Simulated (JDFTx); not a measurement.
Sb:

```
Sb
1.0
     0.00000    2.37124    2.37124
     2.37124    0.00000    2.37124
     2.37124    2.37124    0.00000
Sb
1
Direct
  0.00000 0.00000 0.00000
```

This isn't the form of Sb at room conditions, which is rhombohedral.

```yaml
Program: JDFTx 1.7.0 (patched build)
Task: single point
Functional: PBEsol
Potentials_or_basis: PseudoDojo-SR-PBEsol-0.4.1-standard with smoothed tails
Cutoff: 1088 eV
Density_cutoff: 4354 eV
k_mesh: 10 × 10 × 10
Occupations: fermi-dirac, width 0.05 eV
Spin: no spin polarisation
```

On this cell: pressure -1.2 GPa; band gap on the k mesh none (metal or under the smearing width).

The same run follows on a disturbed copy (cell strained at random at fixed volume):

```xyz
1
Lattice="-0.0168 2.3807 2.4017 2.3698 0.0443 2.3405 2.4096 2.3595 0.0045" Properties=species:S:1:pos:R:3 pbc="T T T"
Sb    0.0053   -0.0427    0.0125
```

**Question.** What changes?

**Answer.** The energy (extrapolated to zero smearing) moves by -1.9 meV/atom; pressure -1.3 GPa; band gap on the k mesh none (metal or under the smearing width).

Stress tensor (GPa, compression positive):
```
-1.23  0.41  0.21
 0.41 -1.18  0.09
 0.21  0.09 -1.60
```

The energy falls, though the first cell shows no forces: that form is unstable against this distortion, unless noise or another electronic state is at work.
